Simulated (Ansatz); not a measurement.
The system is Na.

```xyz
1
Lattice="-2.1410 2.1410 2.1410 2.1410 -2.1410 2.1410 2.1410 2.1410 -2.1410" Properties=species:S:1:pos:R:3 pbc="T T T"
Na    0.0000    0.0000    0.0000
```

* Program: Ansatz 0.2.0
* Task: relaxation of cell and atoms
* Functional: PBE
* Potentials or basis: Ansatz PAW
* Cutoff: 420 eV (not typed: the program's choice for these potentials)
* k mesh: 9 × 9 × 9
* Occupations: fermi-dirac, width 0.05 eV
* Spin: no spin polarisation

At the start: volume 39.26 Å³/atom.

Question: Where does the relaxation end?

Answer: It ends after 4 steps and the volume is 36.70 Å³/atom (-6.5 %); space group Im-3m (No. 229, to 0.05 Å).

The path:
| step | energy change (eV) | largest force (eV/Å) | volume (Å³) |
| --- | --- | --- | --- |
| 1 | 0.0000 | 0.0000 | 39.26 |
| 2 | -0.0010 | 0.0000 | 38.84 |
| 3 | -0.0034 | 0.0000 | 36.70 |
| 4 | -0.0033 | 0.0000 | 36.70 |

Final structure:
```cif
data_structure
_symmetry_space_group_name_H-M 'P 1'
_symmetry_Int_Tables_number 1
_cell_length_a 3.6261
_cell_length_b 3.6261
_cell_length_c 3.6261
_cell_angle_alpha 109.471
_cell_angle_beta 109.471
_cell_angle_gamma 109.471
_cell_volume 36.70
loop_
_atom_site_label
_atom_site_type_symbol
_atom_site_fract_x
_atom_site_fract_y
_atom_site_fract_z
_atom_site_occupancy
Na1 Na 0.00000 0.00000 0.00000 1
```

Caveat: the plane-wave basis is chosen anew once the cell has moved, so the energies of steps on either side of that aren't comparable.
